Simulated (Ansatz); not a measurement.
**ZnS (Wurtzite-4H) under changes of volume**

One of the cells (19.805 Å³/atom); the others are scaled copies at fixed shape and fractional positions:

```
Zn S
1.0
     3.82270    0.00000    0.00000
    -1.91135    3.31056    0.00000
     0.00000    0.00000   12.52000
Zn S
4 4
Direct
  0.66667 0.33333 0.75000
  0.33333 0.66667 0.25000
  0.00000 0.00000 0.50000
  0.00000 0.00000 0.00000
  0.66667 0.33333 0.93750
  0.33333 0.66667 0.43750
  0.00000 0.00000 0.68750
  0.00000 0.00000 0.18750
```

```yaml
Program: Ansatz 0.2.0
Functional: PBE
Potentials_or_basis: PseudoDojo standard (PBE files)
Cutoff: 1143 eV
Density_cutoff: 4572 eV
k_mesh: 8 × 8 × 3
Occupations: fermi-dirac, width 0.05 eV
Spin: no spin polarisation
```

```csv
volume (Å³/atom),energy over the lowest point (meV/atom),pressure (GPa),gap on the mesh (eV),largest force (eV/Å)
18.617,?,?,?,?
19.013,15.91,4.7,2.31,0.053
19.409,6.61,2.9,2.22,0.048
19.805,1.44,1.3,2.13,0.043
20.202,0.00,-0.1,2.04,0.038
20.598,1.90,-1.4,1.96,0.034
20.994,6.79,-2.5,1.88,0.030
```

Task: What does the run at 18.617 Å³/atom give?

Result: Energy over the lowest point 29.83 meV/atom; pressure 6.6 GPa; gap on the mesh 2.41 eV; largest force 0.059 eV/Å.

Worked out: A Birch-Murnaghan fit of order 3 (a polynomial in V^(-2/3)) to the other rows has its minimum at 20.17 Å³/atom with B0 = V·E''(V) = 69 GPa and B' = 4.5 at fixed shape and positions, which overstates the stiffness. It gives 29.84 meV/atom at 18.617 Å³/atom, against the run's 29.83, and -dE/dV = 6.6 GPa, against 6.6. A straight line through the other rows of the gap, of slope -4.35 eV per unit of ln V (its deformation potential), extrapolates to 2.40 eV, against the run's 2.41.

Energies are extrapolated to zero smearing.

Caveats: odd divisions of the mesh miss points on the zone boundary, where band edges often lie, so the gap on the mesh can be too wide.

A mesh can miss the band edges.
